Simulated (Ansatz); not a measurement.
# CoO: the cost of one run

Program: Ansatz 0.2.0. Level of theory: DFT PBE, scalar-relativistic, plane waves, PAW. These are calculated values, not measurements.

2 further runs of the same task are left out: 1 that didn't finish, 1 set aside as unsound or not needed.

## Step 1: The system as given

It takes space group R-3m (No. 166, trigonal). The conventional cell has a = 3.132 Å, b = 3.132 Å, c = 13.612 Å, α = 90.00°, β = 90.00°, γ = 120.00°. Co (site symmetry 3m) has 6 O at 1.99 to 2.31 Å in its first shell of neighbours. O (site symmetry -3m) is surrounded by 6 Co at 2.31 Å. Around O (site symmetry -3m) lie 6 Co at 1.99 Å.

Coordinates:

```xyz
4
Lattice="1.5661 0.9042 4.5374 -1.5661 0.9042 4.5374 0.0000 -1.8084 4.5374" Properties=species:S:1:pos:R:3 pbc="T T T"
Co    0.0000    0.0000    3.7073
Co    0.0000    0.0000    9.9051
O     0.0000    0.0000    6.8062
O     0.0000    0.0000    0.0000
```

The guess is a distorted database cell: CoO type (Fm-3m) distorted into a subgroup (R-3m, No. 166).

## Step 2: The guess as it stands, on a coarse mesh

Input file input.yaml:

```yaml
crystal:
  lattice:
    - [1.56614592, 0.90421477, 4.53744292]
    - [-1.56614592, 0.90421477, 4.53744292]
    - [0.0, -1.80842954, 4.53744292]
  atoms:
    - { symbol: Co, position: [0.27234642, 0.27234642, 0.27234642], spin: 3.0 }
    - { symbol: Co, position: [0.72765358, 0.72765358, 0.72765358], spin: 3.0 }
    - { symbol: O, position: [0.5, 0.5, 0.5] }
    - { symbol: O, position: [0.0, 0.0, 0.0] }
basis:
  ecutwfc: 420
kpoints:
  mp_grid: { grid: [6, 6, 6] }
hamiltonian:
  xc: pbe
scf:
  occupations: { method: gaussian, width: 0.1 }
  lower_state_search: "off"
output:
  forces: true
  stress: true
  eigenvalues: true
  populations: true
magnetization:
  spin_polarized: true
```

The run is started by

```sh
$ ansatz run input.yaml --threads 1 --pin off --max-ram 2560MiB --backend cpu --events-out ev --progress --plain --runs-dir out
```

What time and memory should one allow on 1 thread of Intel Xeon at 2.50GHz (Skylake/Cascade Lake), shared host?

About 13 s, with a peak of 0.37 GiB.
